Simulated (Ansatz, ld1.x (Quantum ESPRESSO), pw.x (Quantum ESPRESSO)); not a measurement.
# Ru: does the TM potential hold in the solid?

- Element: ruthenium
- Generator: ld1.x (Quantum ESPRESSO) 7.5
- Type: norm-conserving Troullier–Martins (Kleinman–Bylander form)
- Functional: LDA (PW92)
- Relativity: scalar-relativistic
- Frozen core: [Kr]
- Valence charge: 8
- Reference configuration: 4d7 5s1 5p0
- Partial waves: 5s (bound): rc 2.60 bohr; 4d (bound): rc 1.20 bohr; 5p (bound, empty): rc 3.25 bohr
- Local potential: the p channel
- Core correction: a·sin(br)/r model core inside 1.15 bohr

Atomic tests: cutoffs needed: 70 Ry and 90 Ry (the cutoffs (Ry, on a coarse ladder) from which the occupation-weighted sum of valence levels, in a spherical-Bessel basis at the reference potential, stays within 10 and 1 mRy of its value at 400 Ry); ghost test: no extra level below or beside the all-electron valence levels (s, d, p, f tested) (spherical-Bessel basis up to 400 Ry, 20 bohr box); configuration tests: 1 of 9 tests not solved or not reliable.

Crystal test: fcc Ru in pw.x 7.5, no spin, 15³ k-points, Fermi–Dirac smearing 0.01 Ry, cutoffs 110/440 Ry. The lattice is a test structure that the element need not adopt, and mesh and smearing are coarse.

pw.x input:

```
&control
  calculation='scf', prefix='x', pseudo_dir='./', outdir='./tmp', tstress=.true., disk_io='none'
/
&system
  ibrav=0, nat=1, ntyp=1, ecutwfc=110, ecutrho=440, nbnd=11,
  occupations='smearing', smearing='fd', degauss=0.01
/
&electrons
  conv_thr=1e-09, mixing_beta=0.4, electron_maxstep=70
/
ATOMIC_SPECIES
Ru 1.0 Ru.UPF
CELL_PARAMETERS angstrom
  0.00000000 1.87231319 1.87231319
  1.87231319 0.00000000 1.87231319
  1.87231319 1.87231319 0.00000000
ATOMIC_POSITIONS crystal
Ru 0.0000 0.0000 0.0000
K_POINTS automatic
15 15 15 0 0 0
```

```bash
pw.x < Ru.scf.in > Ru.scf.out
```

**Question.** How does the run end?

**Answer.** It converges; the pressure is 57.44 GPa against 0.99 GPa from all-electron LAPW. The largest radius (3.25 bohr) exceeds half the bond length (2.50 bohr), so the spheres overlap, which is one possible source of error among others. This is a poor potential for the solid. Atomic configuration tests: 1 of 9 tests not solved or not reliable. The log shows:

```
     using ibrav=0 with symmetry is DISCOURAGED, use correct ibrav instead
     lattice parameter (alat)  =       5.0037  a.u.
     unit-cell volume          =      88.5854 (a.u.)^3
     number of electrons       =         8.00
     number of Kohn-Sham states=           11
     kinetic-energy cutoff     =     110.0000  Ry
     charge density cutoff     =     440.0000  Ry
     scf convergence threshold =      1.0E-09
     Exchange-correlation= PW
     number of k points=   120  Fermi-Dirac smearing, width (Ry)=  0.0100
     iteration #  1     ecut=   110.00 Ry     beta= 0.40
     total energy              =     -47.11406856 Ry
     estimated scf accuracy    <       0.07951763 Ry
     iteration #  2     ecut=   110.00 Ry     beta= 0.40
     total energy              =     -47.12039314 Ry
     estimated scf accuracy    <       0.00474741 Ry
     iteration #  3     ecut=   110.00 Ry     beta= 0.40
     total energy              =     -47.12134367 Ry
     estimated scf accuracy    <       0.00003981 Ry
     iteration #  4     ecut=   110.00 Ry     beta= 0.40
     total energy              =     -47.12134516 Ry
     estimated scf accuracy    <       0.00000459 Ry
     iteration #  5     ecut=   110.00 Ry     beta= 0.40
     total energy              =     -47.12134593 Ry
     estimated scf accuracy    <          5.6E-09 Ry
     iteration #  6     ecut=   110.00 Ry     beta= 0.40
     the Fermi energy is    17.4991 ev
!    total energy              =     -47.12134593 Ry
     estimated scf accuracy    <          8.0E-10 Ry
     smearing contrib. (-TS)   =      -0.00408720 Ry
     The total energy is F=E-TS. E is the sum of the following terms:
     one-electron contribution =      15.54014152 Ry
     hartree contribution      =       2.01822475 Ry
     xc contribution           =     -23.20898085 Ry
     ewald contribution        =     -41.46664415 Ry
     convergence has been achieved in   6 iterations
          total   stress  (Ry/bohr**3)                   (kbar)     P=      574.40
     Message from routine punch:
     Nothing written, as per user request (disk_io='none')
```
